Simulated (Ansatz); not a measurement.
# In3Sb2As: the cell at several levels of theory, part 2 of 2

The system is In3Sb2As as one 6-atom ordering (I-4m2) on the zincblende lattice, a generated structure that needn't be the ground state.

Ansatz 0.2.0, plane waves. The steps go on from the part before.

## Step 3: Relaxing with r2SCAN

The cell of step 2 is the starting point.

input.yaml

```yaml
crystal:
  lattice:
    - [-2.2957340553, 2.2957340553, 9.720549222]
    - [2.2957340553, -2.2957340553, 9.720549222]
    - [2.2957340553, 2.2957340553, -9.720549222]
  atoms:
    - { symbol: As, position: [0.0, 0.0, 0.0] }
    - { symbol: In, position: [0.5760436333, 0.0760436333, 0.5] }
    - { symbol: Sb, position: [0.6630647859, 0.6630647859, 0.0] }
    - { symbol: In, position: [0.25, 0.75, 0.5] }
    - { symbol: Sb, position: [0.3369352141, 0.3369352141, 0.0] }
    - { symbol: In, position: [0.9239563667, 0.4239563667, 0.5] }
kpoints:
  mp_grid: { grid: [8, 8, 8] }
hamiltonian:
  xc: r2scan
scf:
  occupations: { method: fermi_dirac, width: 0.02 }
relax:
  f_tol: 0.005
  cell: {}
```

On the command line:

```console
$ ansatz run input.yaml --threads 2 --pin off --max-ram 29491MiB --backend cpu --events-out ev --progress --plain --runs-dir out
```

The log of the run:

```text
basis.fft_grid_basis auto: the FFT boxes are laid along the combinations [[1, 0, 1], [0, 1, 1], [0, 0, 1]] of the cell's own vectors, 4.591, 4.591 and 10.248 Å long. The dense box has 36×36×75 points. Along the cell's own vectors, as sized, it would have 75×75×75, 4.34 times as many. Of the 8 symmetry operations that the crystal satisfies within crystal.symmetry.tolerance (time reversal apart; of a slab, those that keep its plane) the dense box along the cell's own vectors carries 8, and the one as laid loses 6 of those. basis.fft_grid_basis: typed keeps the cell's own vectors: state it where this run's energies or levels are differenced outside the engine with another run's, or held beside a run that keeps those vectors.
Engine: ansatz 0.2.0, x86_64-unknown-linux-gnu
Pseudopotentials: kind: paw
Pseudopotential: As, paw, valence charge 15, recommended cutoff 500 eV (meta_gga), As.paw.azcp
Pseudopotential: In, paw, valence charge 13, recommended cutoff 500 eV (meta_gga), In.paw.azcp
Pseudopotential: Sb, paw, valence charge 15, recommended cutoff 500 eV (meta_gga), Sb.paw.azcp
Functional definition: r2SCAN
  parameter k0 = 0.174
  parameter k1 = 0.065
  parameter a1 = 4.9479
  exchange = r2scan_x(k0 = k0, k1 = k1, a1 = a1)
  correlation = r2scan_c
Crystal: 6 atoms, lattice volume = 204.925 Å³
Basis set: ecut = 500 eV, 5247 PW (Γ), FFT grids on a1+a3, a2+a3, a3, exchange–correlation on 144×144×300 points (64 copies of the dense FFT grid, shifted against one another)
Bands: 51, of which v1, the nominal top of the filled ones, is band 42 counted from 1 (41 counted from 0)
Symmetry: 8 space group operations
Space group: I-4m2 (ITA 119), of the structure as read, at distance tolerance 5.9e-5 Å
k-points: 59 of 512 (time reversal used)
Non-local potential: As, projectors of the file, l = 0: 2, l = 1: 2, l = 2: 3, l = 3: 1
Non-local potential: In, projectors of the file, l = 0: 2, l = 1: 2, l = 2: 2, l = 3: 2
Non-local potential: Sb, projectors of the file, l = 0: 2, l = 1: 2, l = 2: 2, l = 3: 2
PAW form: soft (Blöchl's): semilocal exchange-correlation on the pseudo side does not see the compensation charge
PAW frozen core: As, regenerated for the run's functional (the file was generated under x = pbe(κ = 0.804, μ = 0.2195149727645171), c = pbe(β = 0.06672455060314922))
PAW frozen core: In, regenerated for the run's functional (the file was generated under x = pbe(κ = 0.804, μ = 0.2195149727645171), c = pbe(β = 0.06672455060314922))
PAW frozen core: Sb, regenerated for the run's functional (the file was generated under x = pbe(κ = 0.804, μ = 0.2195149727645171), c = pbe(β = 0.06672455060314922))
PAW one-centre angular grid: As, 590 points (default); XC on 160 Gauss nodes
PAW one-centre angular grid: In, 590 points (default); XC on 289 of its mesh's 2783 points in the sphere
PAW one-centre angular grid: Sb, 590 points (default); XC on 160 Gauss nodes
Initial density: superposition of atomic densities (neutral atoms: chi_scale 0, normalization atom), corrected by the library's trained network
Initial wavefunctions: pseudopotential atomic-orbital guess
Functional: x = r2scan, c = r2scan; τ floored in thin density (d = 2e-4 eV/Å³)
SCF iter   1: F=—  HF=-34699.885095 eV  |F-HF|=—  |Δ(HF+E_count)|=         —  Δρ=5.86e-3  dr2=4.06e-2  dr2_τ=1.71e-2  ethr=1.77e-3  ⟨swp⟩=7.2  Hψ=12599  notcnv=0  defer=4
preconditioner: auto → Resta (q_TF=auto, 2.351 Å⁻¹)  ε∞=2.8  [insulator: Δε(μ)=0.397 eV  Ē_g=14.024 eV  σ=0.020 eV  W_gap=0.64  n_scr=50 (ndim 8)  ℏωp=19.1 eV  f_vac=0.125  D(μ)=0.14/eV (n_scr^D=0)  ε∞_Penn≈2.8]
SCF iter   2: F=—  HF=-34699.899585 eV  |F-HF|=—  |Δ(HF+E_count)|=   1.45e-2  Δρ=2.41e-3  dr2=7.72e-3  dr2_τ=2.17e-4  ethr=4.83e-5  ⟨swp⟩=3.0  Hψ=6631  notcnv=0  defer=173
SCF iter   3: F=—  HF=-34699.900311 eV  |F-HF|=—  |Δ(HF+E_count)|=   7.26e-4  Δρ=7.66e-4  dr2=1.25e-3  dr2_τ=1.67e-5  ethr=9.19e-6  ⟨swp⟩=3.0  Hψ=5672  notcnv=0  defer=114
automatic band count: iteration 3 solves 50 bands in place of 51: the levels show a gap, and the empty bands left out lie too high to hold charge; the band table lists the bands solved (type scf.n_extra_bands for more)
SCF iter   4: F=—  HF=-34699.900479 eV  |F-HF|=—  |Δ(HF+E_count)|=   1.69e-4  Δρ=1.98e-4  dr2=1.99e-4  dr2_τ=3.21e-6  ethr=1.49e-6  ⟨swp⟩=2.0  Hψ=5324  notcnv=0  defer=114
SCF iter   5: F=—  HF=-34699.900464 eV  |F-HF|=—  |Δ(HF+E_count)|=   1.51e-5  Δρ=7.39e-5  dr2=1.23e-5  dr2_τ=2.57e-7  ethr=2.37e-7  ⟨swp⟩=2.0  Hψ=5314  notcnv=0  defer=114
SCF iter   6: F=—  HF=-34699.900519 eV  |F-HF|=—  |Δ(HF+E_count)|=   5.45e-5  Δρ=2.14e-5  dr2=2.81e-6  dr2_τ=2.34e-8  ethr=1.46e-8  ⟨swp⟩=2.0  Hψ=5315  notcnv=0  defer=114
SCF iter   7: F=—  HF=-34699.900519 eV  |F-HF|=—  |Δ(HF+E_count)|=   2.51e-7  Δρ=6.16e-6  dr2=1.12e-7  dr2_τ=2.52e-9  ethr=3.35e-9  ⟨swp⟩=2.0  Hψ=5315  notcnv=0  defer=114
SCF iter   8: F=-34699.900519 eV  HF=-34699.900519 eV  |F-HF|=2.94e-9  |Δ(HF+E_count)|=   4.95e-8  Δρ=2.21e-6  dr2=1.52e-8  dr2_τ=2.71e-10  ethr=1.19e-10  ⟨swp⟩=4.5  Hψ=9692  notcnv=0
SCF 1 converged in 8 iterations: F = -34699.900519 eV  dr2 = 1.52e-8
relax step   1: F+E_penalty+E_count = -34699.90051911 eV  Δ(F+E_penalty+E_count) = +0.000e0 eV  max|allowed force component| = 7.652e-3 eV/Å  Δτ_max = 0.0000 Å  P = -1.618 GPa  Ω = 204.925 Å³  (8 SCF iters, dr2 threshold 1.00e-7 eV, accepted)
Crystal: 6 atoms, lattice volume = 192.128 Å³
Basis set: ecut = 500 eV, 4919 PW (Γ), FFT grids on a1+a3, a2+a3, a3, exchange–correlation on 144×144×300 points (64 copies of the dense FFT grid, shifted against one another)
Initial density: handed on by an earlier stage of this run
Initial wavefunctions: those handed on with the density
iter 1 solved again at ethr=1.01e-5 eV; its pass at ethr=3.10e-3 eV (dr2=8.51e-3 eV) is discarded
SCF iter   1: F=—  HF=-34699.701281 eV  |F-HF|=—  |Δ(HF+E_count)|=         —  Δρ=1.43e-3  dr2=8.00e-3  dr2_τ=8.45e-2  ethr=1.01e-5  ⟨swp⟩=2.6  Hψ=15257  notcnv=0
automatic band count: iteration 1 solves 48 bands in place of 51: the levels show a gap, and the empty bands left out lie too high to hold charge; the band table lists the bands solved (type scf.n_extra_bands for more)
preconditioner: auto → Resta (q_TF=auto, 2.377 Å⁻¹)  ε∞=3.1  [insulator: Δε(μ)=0.549 eV  Ē_g=13.495 eV  σ=0.020 eV  W_gap=0.61  n_scr=42 (ndim 8)  ℏωp=19.7 eV  f_vac=0.085  D(μ)=0.14/eV (n_scr^D=0)  ε∞_Penn≈3.1]
SCF iter   2: F=—  HF=-34699.917045 eV  |F-HF|=—  |Δ(HF+E_count)|=   2.16e-1  Δρ=1.41e-3  dr2=5.31e-3  dr2_τ=4.45e-5  ethr=9.52e-6  ⟨swp⟩=4.2  Hψ=6210  notcnv=0
preconditioner: auto → Kerker (q_TF=auto, 2.377 Å⁻¹)  [metal: Δε(μ)=0.040 eV  Ē_g=13.479 eV  σ=0.020 eV  W_gap=0.43  n_scr=42 (ndim 8)  ℏωp=19.7 eV  f_vac=0.089  D(μ)=0.11/eV (n_scr^D=0)]
SCF iter   3: F=—  HF=-34699.917280 eV  |F-HF|=—  |Δ(HF+E_count)|=   2.36e-4  Δρ=9.14e-4  dr2=2.52e-3  dr2_τ=1.28e-5  ethr=6.33e-6  ⟨swp⟩=5.8  Hψ=6627  notcnv=0  defer=130
automatic band count: iteration 3 solves 51 bands in place of 48: the levels no longer show a gap clear of their residuals, so the SCF keeps every band
SCF iter   4: F=—  HF=-34699.917322 eV  |F-HF|=—  |Δ(HF+E_count)|=   4.11e-5  Δρ=3.78e-4  dr2=6.38e-4  dr2_τ=4.04e-6  ethr=3.00e-6  ⟨swp⟩=1.0  Hψ=3483  notcnv=0  defer=161
SCF iter   5: F=—  HF=-34699.917311 eV  |F-HF|=—  |Δ(HF+E_count)|=   1.05e-5  Δρ=3.21e-4  dr2=2.08e-4  dr2_τ=1.65e-6  ethr=7.59e-7  ⟨swp⟩=2.0  Hψ=5322  notcnv=0  defer=161
SCF iter   6: F=—  HF=-34699.917378 eV  |F-HF|=—  |Δ(HF+E_count)|=   6.72e-5  Δρ=1.12e-4  dr2=3.14e-5  dr2_τ=1.73e-7  ethr=2.47e-7  ⟨swp⟩=2.0  Hψ=3452  notcnv=0  defer=161
SCF iter   7: F=—  HF=-34699.917382 eV  |F-HF|=—  |Δ(HF+E_count)|=   3.28e-6  Δρ=4.28e-5  dr2=7.26e-6  dr2_τ=2.22e-8  ethr=3.74e-8  ⟨swp⟩=2.0  Hψ=3378  notcnv=0  defer=161
SCF iter   8: F=—  HF=-34699.917382 eV  |F-HF|=—  |Δ(HF+E_count)|=   2.11e-7  Δρ=8.04e-6  dr2=8.91e-7  dr2_τ=3.65e-9  ethr=8.64e-9  ⟨swp⟩=2.0  Hψ=3550  notcnv=0  defer=161
SCF iter   9: F=-34699.917382 eV  HF=-34699.917382 eV  |F-HF|=5.98e-8  |Δ(HF+E_count)|=   7.62e-8  Δρ=4.70e-6  dr2=1.47e-7  dr2_τ=8.31e-10  ethr=7.14e-10  ⟨swp⟩=4.1  Hψ=9676  notcnv=0
SCF 2 converged in 9 iterations: F = -34699.917382 eV  dr2 = 1.47e-7
relax step   2: F+E_penalty+E_count = -34699.91738161 eV  Δ(F+E_penalty+E_count) = -1.686e-2 eV  max|allowed force component| = 8.787e-2 eV/Å  Δτ_max = 0.0053 Å  P = +1.386 GPa  Ω = 192.128 Å³  energy of the carried Pulay correction = +8.213e-4 eV  (9 SCF iters, dr2 threshold 6.00e-7 eV, accepted)
Crystal: 6 atoms, lattice volume = 197.770 Å³
Basis set: ecut = 500 eV, 5039 PW (Γ), FFT grids on a1+a3, a2+a3, a3, exchange–correlation on 144×144×300 points (64 copies of the dense FFT grid, shifted against one another)
iter 1 solved again at ethr=3.09e-6 eV; its pass at ethr=3.10e-3 eV (dr2=2.60e-3 eV) is discarded
SCF iter   1: F=—  HF=-34699.884362 eV  |F-HF|=—  |Δ(HF+E_count)|=         —  Δρ=9.87e-4  dr2=2.56e-3  dr2_τ=2.50e-2  ethr=3.09e-6  ⟨swp⟩=3.6  Hψ=15923  notcnv=0
preconditioner: auto → Resta (q_TF=auto, 2.365 Å⁻¹)  ε∞=2.9  [insulator: Δε(μ)=0.521 eV  Ē_g=14.083 eV  σ=0.020 eV  W_gap=0.63  n_scr=50 (ndim 8)  ℏωp=19.4 eV  f_vac=0.112  D(μ)=0.14/eV (n_scr^D=0)  ε∞_Penn≈2.9]
SCF iter   2: F=—  HF=-34699.939812 eV  |F-HF|=—  |Δ(HF+E_count)|=   5.55e-2  Δρ=7.14e-4  dr2=1.29e-3  dr2_τ=2.51e-5  ethr=3.05e-6  ⟨swp⟩=3.2  Hψ=6183  notcnv=0  defer=1
SCF iter   3: F=—  HF=-34699.939827 eV  |F-HF|=—  |Δ(HF+E_count)|=   1.50e-5  Δρ=4.11e-4  dr2=4.12e-4  dr2_τ=3.82e-6  ethr=1.53e-6  ⟨swp⟩=1.2  Hψ=3025  notcnv=0
SCF iter   4: F=—  HF=-34699.939943 eV  |F-HF|=—  |Δ(HF+E_count)|=   1.15e-4  Δρ=8.00e-5  dr2=2.66e-5  dr2_τ=8.18e-7  ethr=4.91e-7  ⟨swp⟩=2.0  Hψ=5488  notcnv=0
SCF iter   5: F=—  HF=-34699.939935 eV  |F-HF|=—  |Δ(HF+E_count)|=   8.02e-6  Δρ=5.61e-5  dr2=8.53e-6  dr2_τ=1.16e-7  ethr=3.17e-8  ⟨swp⟩=2.0  Hψ=5475  notcnv=0
SCF iter   6: F=—  HF=-34699.939935 eV  |F-HF|=—  |Δ(HF+E_count)|=   1.81e-7  Δρ=1.90e-5  dr2=9.96e-7  dr2_τ=1.42e-8  ethr=1.01e-8  ⟨swp⟩=2.0  Hψ=3417  notcnv=0
SCF iter   7: F=-34699.939935 eV  HF=-34699.939935 eV  |F-HF|=3.46e-8  |Δ(HF+E_count)|=   3.30e-8  Δρ=7.91e-6  dr2=1.56e-7  dr2_τ=1.05e-9  ethr=7.14e-10  ⟨swp⟩=4.6  Hψ=9410  notcnv=0
SCF 3 converged in 7 iterations: F = -34699.939935 eV  dr2 = 1.56e-7
relax step   3: F+E_penalty+E_count = -34699.93993475 eV  Δ(F+E_penalty+E_count) = -2.255e-2 eV  max|allowed force component| = 2.933e-2 eV/Å  Δτ_max = 0.0120 Å  P = -0.082 GPa  Ω = 197.770 Å³  energy of the carried Pulay correction = +4.527e-4 eV  (7 SCF iters, dr2 threshold 6.00e-7 eV, accepted)
Crystal: 6 atoms, lattice volume = 197.508 Å³
iter 1 solved again at ethr=2.23e-7 eV; its pass at ethr=3.10e-3 eV (dr2=1.87e-4 eV) is discarded
SCF iter   1: F=—  HF=-34699.938108 eV  |F-HF|=—  |Δ(HF+E_count)|=         —  Δρ=3.29e-4  dr2=1.94e-4  dr2_τ=1.95e-3  ethr=2.23e-7  ⟨swp⟩=2.7  Hψ=13579  notcnv=0
automatic band count: iteration 1 solves 48 bands in place of 51: the levels show a gap, and the empty bands left out lie too high to hold charge; the band table lists the bands solved (type scf.n_extra_bands for more)
preconditioner: auto → Resta (q_TF=auto, 2.366 Å⁻¹)  ε∞=3.1  [insulator: Δε(μ)=0.515 eV  Ē_g=13.377 eV  σ=0.020 eV  W_gap=0.63  n_scr=50 (ndim 8)  ℏωp=19.4 eV  f_vac=0.106  D(μ)=0.14/eV (n_scr^D=0)  ε∞_Penn≈3.1]
SCF iter   2: F=—  HF=-34699.940061 eV  |F-HF|=—  |Δ(HF+E_count)|=   1.95e-3  Δρ=1.73e-4  dr2=5.17e-5  dr2_τ=3.09e-6  ethr=2.23e-7  ⟨swp⟩=3.0  Hψ=4867  notcnv=0
SCF iter   3: F=—  HF=-34699.940115 eV  |F-HF|=—  |Δ(HF+E_count)|=   5.38e-5  Δρ=1.12e-4  dr2=2.07e-5  dr2_τ=2.71e-7  ethr=6.16e-8  ⟨swp⟩=1.1  Hψ=2837  notcnv=0
SCF iter   4: F=—  HF=-34699.940120 eV  |F-HF|=—  |Δ(HF+E_count)|=   4.80e-6  Δρ=1.71e-5  dr2=1.83e-6  dr2_τ=4.66e-8  ethr=2.47e-8  ⟨swp⟩=2.0  Hψ=5311  notcnv=0
SCF iter   5: F=—  HF=-34699.940119 eV  |F-HF|=—  |Δ(HF+E_count)|=   7.01e-7  Δρ=9.02e-6  dr2=1.34e-7  dr2_τ=2.09e-9  ethr=2.17e-9  ⟨swp⟩=2.0  Hψ=5311  notcnv=0
SCF iter   6: F=-34699.940119 eV  HF=-34699.940119 eV  |F-HF|=3.67e-9  |Δ(HF+E_count)|=   6.55e-8  Δρ=1.75e-6  dr2=7.57e-9  dr2_τ=7.21e-10  ethr=6.40e-11  ⟨swp⟩=5.0  Hψ=10138  notcnv=0
SCF 4 converged in 6 iterations: F = -34699.940119 eV  dr2 = 7.57e-9
relax step   4: F+E_penalty+E_count = -34699.94011936 eV  Δ(F+E_penalty+E_count) = -1.846e-4 eV  max|allowed force component| = 1.362e-2 eV/Å  Δτ_max = 0.0059 Å  P = -0.014 GPa  Ω = 197.508 Å³  energy of the carried Pulay correction = +4.696e-4 eV  (6 SCF iters, dr2 threshold 5.38e-8 eV, accepted)
Crystal: 6 atoms, lattice volume = 197.447 Å³
iter 1 solved again at ethr=2.78e-8 eV; its pass at ethr=3.10e-3 eV (dr2=2.34e-5 eV) is discarded
SCF iter   1: F=—  HF=-34699.939889 eV  |F-HF|=—  |Δ(HF+E_count)|=         —  Δρ=1.09e-4  dr2=2.30e-5  dr2_τ=2.22e-4  ethr=2.78e-8  ⟨swp⟩=3.3  Hψ=13663  notcnv=0
automatic band count: iteration 1 solves 48 bands in place of 51: the levels show a gap, and the empty bands left out lie too high to hold charge; the band table lists the bands solved (type scf.n_extra_bands for more)
preconditioner: auto → Resta (q_TF=auto, 2.366 Å⁻¹)  ε∞=3.1  [insulator: Δε(μ)=0.512 eV  Ē_g=13.378 eV  σ=0.020 eV  W_gap=0.63  n_scr=50 (ndim 8)  ℏωp=19.4 eV  f_vac=0.106  D(μ)=0.14/eV (n_scr^D=0)  ε∞_Penn≈3.1]
SCF iter   2: F=—  HF=-34699.940109 eV  |F-HF|=—  |Δ(HF+E_count)|=   2.20e-4  Δρ=5.99e-5  dr2=6.66e-6  dr2_τ=3.51e-7  ethr=2.74e-8  ⟨swp⟩=2.9  Hψ=4569  notcnv=0
SCF iter   3: F=—  HF=-34699.940157 eV  |F-HF|=—  |Δ(HF+E_count)|=   4.77e-5  Δρ=3.93e-5  dr2=2.57e-6  dr2_τ=3.22e-8  ethr=7.93e-9  ⟨swp⟩=1.8  Hψ=2953  notcnv=0
SCF iter   4: F=—  HF=-34699.940157 eV  |F-HF|=—  |Δ(HF+E_count)|=   5.04e-7  Δρ=6.47e-6  dr2=2.20e-7  dr2_τ=7.46e-9  ethr=3.06e-9  ⟨swp⟩=2.0  Hψ=5311  notcnv=0
SCF iter   5: F=—  HF=-34699.940157 eV  |F-HF|=—  |Δ(HF+E_count)|=   9.26e-8  Δρ=3.45e-6  dr2=2.21e-8  dr2_τ=2.62e-10  ethr=2.61e-10  ⟨swp⟩=2.0  Hψ=5311  notcnv=0
SCF iter   6: F=-34699.940157 eV  HF=-34699.940157 eV  |F-HF|=5.46e-10  |Δ(HF+E_count)|=   5.41e-9  Δρ=6.02e-7  dr2=8.71e-10  dr2_τ=6.73e-11  ethr=1.38e-11  ⟨swp⟩=5.0  Hψ=9842  notcnv=0
SCF 5 converged in 6 iterations: F = -34699.940157 eV  dr2 = 8.71e-10
relax step   5: F+E_penalty+E_count = -34699.94015732 eV  Δ(F+E_penalty+E_count) = -3.797e-5 eV  max|allowed force component| = 2.760e-4 eV/Å  Δτ_max = 0.0020 Å  P = -0.001 GPa  Ω = 197.447 Å³  energy of the carried Pulay correction = +4.735e-4 eV  (6 SCF iters, dr2 threshold 1.16e-8 eV, accepted)
Initial wavefunctions: pseudopotential atomic-orbital guess (no wavefunctions were taken with the density)
iter 1 solved again at ethr=1.30e-7 eV; its pass at ethr=3.10e-3 eV (dr2=1.09e-4 eV) is discarded
SCF iter   1: F=—  HF=-34699.939709 eV  |F-HF|=—  |Δ(HF+E_count)|=         —  Δρ=1.96e-5  dr2=1.01e-7  dr2_τ=6.87e-7  ethr=1.30e-7  ⟨swp⟩=3.2  Hψ=20696  notcnv=0
preconditioner: auto → Resta (q_TF=auto, 2.366 Å⁻¹)  ε∞=2.9  [insulator: Δε(μ)=0.513 eV  Ē_g=14.098 eV  σ=0.020 eV  W_gap=0.63  n_scr=50 (ndim 8)  ℏωp=19.4 eV  f_vac=0.106  D(μ)=0.14/eV (n_scr^D=0)  ε∞_Penn≈2.9]
SCF iter   2: F=—  HF=-34699.939758 eV  |F-HF|=—  |Δ(HF+E_count)|=   4.86e-5  Δρ=1.02e-5  dr2=2.94e-8  dr2_τ=1.37e-8  ethr=1.20e-10  ⟨swp⟩=2.5  Hψ=5681  notcnv=0
SCF iter   3: F=—  HF=-34699.939758 eV  |F-HF|=—  |Δ(HF+E_count)|=   1.33e-7  Δρ=1.80e-6  dr2=1.24e-9  dr2_τ=5.16e-10  ethr=3.50e-11  ⟨swp⟩=2.0  Hψ=4603  notcnv=0
SCF iter   4: F=-34699.939758 eV  HF=-34699.939758 eV  |F-HF|=0.00e0  |Δ(HF+E_count)|=   4.81e-9  Δρ=2.10e-7  dr2=5.06e-11  dr2_τ=3.46e-12  ethr=1.00e-12  ⟨swp⟩=3.9  Hψ=13005  notcnv=0
SCF 6 converged in 4 iterations: F = -34699.939758 eV  dr2 = 5.06e-11
relax step   6: F+E_penalty+E_count = -34699.93975775 eV  Δ(F+E_penalty+E_count) = +3.996e-4 eV  max|allowed force component| = 2.601e-4 eV/Å  Δτ_max = 0.0000 Å  P = -0.004 GPa  Ω = 197.447 Å³  stress off target by 4.16e-3 GPa  SCF on the basis re-selected at this cell (its energy is not comparable with the rows above)  (4 SCF iters)
basis re-selected at this cell: Δ(F+E_penalty+E_count) = +3.996e-4 eV, ΔP = -0.003 GPa vs the last step (what re-selecting the basis moved, of the pressure what is left beyond the Pulay correction that the steps carried, after the strain that the cell walked since its last selection, with what the two solves' SCF thresholds leave and, on support functions, any second-order correction that the steps lacked; it is no measure of the basis error at this ecutwfc). This SCF's stress stands 4.16e-3 GPa from its target on what of the cell is left free (relax.cell.stress_tol is 5.00e-2 GPa) and its largest allowed force component is 2.60e-4 eV/Å (relax.f_tol is 5.00e-3 eV/Å): within both
SCF converged after 4 iterations
Free energy (F): -34699.939758 eV
Harris-Foulkes:  -34699.939758 eV  (|F-HF|=0.00e0)
Internal energy: -34699.939557 eV  (E = F + TS)
E sigma→0 (E₀):  -34699.939657 eV
Entropy (-TS):   -0.000201 eV (-0.033 meV/atom)
Fermi energy:    6.960137 eV
--- Per-component energies (eV) ---
  E_band       = -920.384389
  E_kinetic    = 1243.605755
  E_local      = -9868.785027  (includes V_loc(G=0)·N_el)
  E_nonlocal   = 1160.863249
  E_hartree    = 4424.793283
  E_xc         = -929.789566
  E_vxc        = -607.489742  (∫ρ·V_xc dr)
  E_paw        = -23608.533022  (= ΣΔE_a)
  E_vpaw       = -1738.647124  (= ΣTr[D̂ρ^β])
  E_aug_tail   = 0.000015  (compensation charges beyond the density's cutoff)
  E_vtau       = 40.481851  (kinetic-family band-sum trace: ∫τ·v_τ [+ j·A + Jᵃ·Aᵃ] dr)
  E_ewald      = -7124.545548
  E_core_change = 2.451304  (= ΣΔE_core)
  E_smearing   = -0.000201  (= −TS)
  E_closure    = -0.000000  (closes the sum)
  Σ components = -34699.939758   (vs F -34699.939758, Δ=0.00e0)
--- Forces (eV/Å), atoms counted from 1 ---
  atom   1  As    -0.00000000     0.00000000     0.00000000
  atom   2  In     0.00000000     0.00000000    -0.00026014
  atom   3  Sb    -0.00000000    -0.00000000    -0.00017587
  atom   4  In     0.00000000     0.00000000     0.00000000
  atom   5  Sb    -0.00000000    -0.00000000     0.00017587
  atom   6  In     0.00000000     0.00000000     0.00026014
  max |Σ_I F_I| component: 8.46e-17 eV/Å
--- Stress (GPa, compression-positive) ---
       -0.004160      -0.000000       0.000000
       -0.000000      -0.004160       0.000000
        0.000000       0.000000      -0.003670
  P = ⅓ Tr σ = -0.0040 GPa (-0.040 kbar)
--- Relaxed structure (5 steps of the walk, 5 accepted, 1 SCFs on fresh bases) ---
  F+E_penalty+E_count = -34699.93975775 eV   max|allowed force component| = 2.601e-4 eV/Å   (the final SCF, on the basis selected at the relaxed cell)
  cell:  # Å, volume = 197.4474 Å³
    - [-2.2670473313297546, 2.2670473313297546, 9.604397882082063]
    - [2.2670473313297546, -2.2670473313297546, 9.604397882082063]
    - [2.2670473313297546, 2.2670473313297546, -9.604397882082063]
  atoms:
    - { symbol: As, position: [-7.4358087368924e-21, -7.435808736894549e-21, 2.994780919711969e-33] }
    - { symbol: In, position: [0.5758980998230439, 0.07589809982304395, 0.49999999999999994] }
    - { symbol: Sb, position: [0.6629643385313142, 0.6629643385313142, -2.0031094127774625e-18] }
    - { symbol: In, position: [0.25000000000000006, 0.7499999999999999, 0.49999999999999994] }
    - { symbol: Sb, position: [0.33703566146868585, 0.33703566146868585, -1.0361403315404195e-18] }
    - { symbol: In, position: [0.9241019001769561, 0.4241019001769559, 0.5000000000000001] }
```

Wall time 3.1 min (2 threads of AMD EPYC 7R13 (Zen 3), shared host); peak memory 1.3 GiB.

The steps:

| step | energy change (meV/atom) | largest force (eV/Å) | pressure (GPa) | volume (Å³/atom) |
| --- | --- | --- | --- | --- |
| 1 | 0.0 | 0.0077 | -1.62 | 34.154 |
| 2 | -2.8 | 0.0879 | 1.39 | 32.021 |
| 3 | -6.6 | 0.0293 | -0.08 | 32.962 |
| 4 | -6.6 | 0.0136 | -0.01 | 32.918 |
| 5 | -6.6 | 0.0003 | 0.00 | 32.908 |
| 6 | -6.5 | 0.0003 | 0.00 | 32.908 |

Step 6 solves the same cell on a plane-wave basis chosen anew, so the energy can jump there without a move.

The table lists every geometry solved, with passes on a fresh basis, whose energies don't compare exactly with the rows above.

```
                       before   after   change
                a (Å)   4.591   4.534  -1.25 %
                c (Å)  19.441  19.209  -1.19 %
     volume (Å³/atom)  34.154  32.908  -3.65 %
shortest distance (Å)   2.731   2.695  -1.29 %
          space group   I-4m2   I-4m2     same
```

## Step 4: The cells side by side

What follows sums up all 2 parts.

| level | a (Å) | c (Å) | volume (Å³/atom) | space group | SCF geometries |
| --- | --- | --- | --- | --- | --- |
| PBE | 4.591 | 19.441 | 34.154 | I-4m2 | 5 |
| r2SCAN | 4.534 | 19.209 | 32.908 | I-4m2 | 6 |

In words: The first relaxation changed the volume by +10.8 % from the start. r2SCAN gives the smallest cell and PBE the largest; they differ by 3.8 % in volume, a mean of 1.2 % in length.
